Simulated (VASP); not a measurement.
Au: equation of state with PBEsol

Crystal: Au.

```
Au
1.0
    -1.61973    1.61973    1.61973
     1.61973   -1.61973    1.61973
     1.61973    1.61973   -1.61973
Au
1
Direct
  0.00000 0.00000 0.00000
```

This isn't the form of Au at room conditions, which is fcc.

```yaml
Program: VASP 6.6.1
Task: equation of state
Functional: PBEsol
Potentials_or_basis: VASP PAW PBE potentials, release 64 (Au)
Cutoff: 520 eV
k_mesh: 10 × 10 × 10
Occupations: fermi-dirac, width 0.05 eV
Spin: no spin polarisation
Ladder: gaps
Further_INCAR_settings: ALGO = Fast; EDIFF = 1e-06
```

```
Equilibrium volume                      : 17.00 Å³/atom
Bulk modulus                            : 174 GPa
Pressure derivative of the bulk modulus : 5.9 (rough: it moves with the points fitted)
```

Energy against volume, from the lowest point:
```
volume (Å³/atom)  energy (meV/atom)
          16.318              16.40
          16.658               3.94
          16.998               0.00
          17.338               3.46
          17.678              13.38
```

All runs of the series together: 25 s on 1 thread of Intel(R) Xeon(R) Platinum 8488C (Sapphire Rapids) (shared host).

Caveat: the PAW data sets were made with another functional, which shifts forces and pressure a little. Spin-orbit coupling is left out, which matters for the levels of Au.
